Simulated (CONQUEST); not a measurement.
The system is PbSe (Clausthalite).

```
Pb Se
1.0
     4.32841    0.00000    0.00000
     0.00000    4.32841    0.00000
     0.00000    0.00000    6.12130
Pb Se
2 2
Direct
  0.00000 0.00000 0.00000
  0.50000 0.50000 0.50000
  0.00000 0.00000 0.50000
  0.50000 0.50000 0.00000
```

| Property | Result |
| --- | --- |
| Program | CONQUEST 1.3 |
| Task | single point |
| Functional | PBE |
| Potentials or basis | PseudoDojo NC PBE, DZP, grid cutoff 120 Ha |
| k mesh | 6 × 6 × 5 |
| Occupations | fermi-dirac, width 0.05 eV |
| Spin | no spin polarisation |

On this cell: pressure 2.9 GPa; largest force zero by symmetry; band gap on the k mesh not listed.

The same run follows on a disturbed copy (atoms moved at random, drawn with an rms of 0.05 Å):

```
Pb Se
1.0
     4.32841    0.00000    0.00000
     0.00000    4.32841    0.00000
     0.00000    0.00000    6.12130
Pb Se
2 2
Direct
  0.49669 0.50046 0.49729
  0.99669 0.00046 0.99729
  0.49424 0.50155 0.00154
  0.99424 0.00155 0.50154
```

Problem. What changes?

Solution. The energy moves by +0.4 meV/atom; pressure 2.9 GPa; largest force 0.052 eV/Å; band gap on the k mesh 0.81 eV.

Forces on the atoms (eV/Å):
```
Pb  -0.012  0.005  0.034
Pb  -0.012  0.005  0.034
Se   0.020 -0.011 -0.047
Se   0.020 -0.011 -0.047
```

The forces don't sum to zero, so they hold noise of the program's grid.

Caveats: the box holds several primitive cells, so bands are folded and the points are those of the box's own zone; the basis of atomic orbitals isn't converged, which shifts pressures, moduli and gaps; the real-space grid breaks the cell's symmetry a little (some runs); spin-orbit coupling is left out, which as a rule narrows the gap of such compounds by several tenths of an eV (some runs); an odd mesh through Γ misses points on the zone boundary, where band edges often lie (some runs).
